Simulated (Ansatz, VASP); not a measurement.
**Sr in VASP and in Ansatz**

```
CELL_PARAMETERS angstrom
4.29145 0.00000 0.00000
-2.14573 3.71651 0.00000
0.00000 0.00000 7.04598
ATOMIC_POSITIONS crystal
Sr 0.33333 0.66667 0.75000
Sr 0.66667 0.33333 0.25000
```

Alike in both runs: functional r2SCAN; k mesh 12 × 12 × 6; occupations gaussian, width 0.05 eV; no spin polarisation.

Ansatz relaxed the structure, and its values are those at the end. VASP's run is a single point on that final structure, the one shown.

|  | VASP | Ansatz |
| --- | --- | --- |
| version | VASP 6.6.1 | Ansatz 0.2.0 |
| potentials or method | VASP PAW PBE potentials, release 64 (Sr_sv) | scalar-relativistic, plane waves, PAW |
| plane-wave cutoff (eV) | 520 | 500 |
| valence electrons in the cell | 20 | 20 |

```csv
,VASP,Ansatz,Ansatz less VASP
gap on the k mesh at the Fermi level (eV),none,none,-
pressure (GPa),0.2,0.2,-0.02
```

A gap of «none» marks a metal or a gap that the smearing closes. With one functional, cell and mesh, what is left measures potentials, basis and numerics.

Caveats: the PAW data sets were made with another functional, which shifts forces and pressure a little (VASP).
